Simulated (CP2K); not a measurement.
Runs of CP2K 2026.2 on MoP. It takes space group P-6m2 (No. 187, hexagonal). The conventional cell has a = 3.223 Å, b = 3.223 Å, c = 3.191 Å, α = 90.00°, β = 90.00°, γ = 120.00°. Around Mo (site symmetry -6m2) lie 6 P at 2.45 Å. P (site symmetry -6m2) is surrounded by 6 Mo at 2.45 Å. 

```tsv
level	potentials or basis	smearing	EPS_DEFAULT	NGRIDS	points a segment of the path (NPOINTS)	bands added on the path	CUTOFF of the grids	gap on the mesh (eV)	pressure (GPa)
PBEsol	POTENTIAL_UZH Mo GTH-PBE-q14, P GTH-PBE-q5; TZVP-MOLOPT-PBE-GTH basis	fermi-dirac 0.0259 eV	1.0E-9	5	6	6	450 Ry	none	(a)
PBE	POTENTIAL_UZH Mo GTH-PBE-q14, P GTH-PBE-q5; TZVP-MOLOPT-PBE-GTH basis	fermi-dirac 0.01 eV	1.0E-10	4	6	6	450 Ry	none	3.9
LDA	GTH_POTENTIALS Mo GTH-PADE-q14, P GTH-PADE-q5; TZVP-MOLOPT-PBE-GTH basis	fermi-dirac 0.1 eV	1.0E-9	4	10	2	450 Ry	none	-6.5
TB-mBJ	POTENTIAL_UZH Mo GTH-PBE-q14, P GTH-PBE-q5; TZVP-MOLOPT-PBE-GTH basis	fermi-dirac 0.01 eV	1.0E-9	5	6	6	675 Ry	none	-
PBE	POTENTIAL_UZH Mo GTH-PBE-q14, P GTH-PBE-q5; TZVP-MOLOPT-PBE-GTH basis	fermi-dirac 0.05 eV	1.0E-9	5	8	4	450 Ry	none	3.9
r2SCAN	POTENTIAL_UZH Mo GTH-SCAN-q14, P GTH-SCAN-q5; TZVP-MOLOPT-SCAN-GTH basis	fermi-dirac 0.01 eV	1.0E-9	5	8	2	675 Ry	none	2.6
```

Alike in all rows: task band structure; no spin polarisation; cell as given; k mesh 10 × 10 × 8.

Question: Estimate the missing entries.

Answer: (a) -1.1.

Caveats: the basis of atomic orbitals isn't converged, which shifts pressures, moduli and gaps; the potentials were made for another functional, which shifts forces and pressure (some runs); this is a model potential without an energy functional, so only levels have meaning (some runs).

A k mesh can miss the band edges, and the runs leave out spin-orbit coupling on Mo.

A gap of «none» marks a metal or a gap under the smearing width.
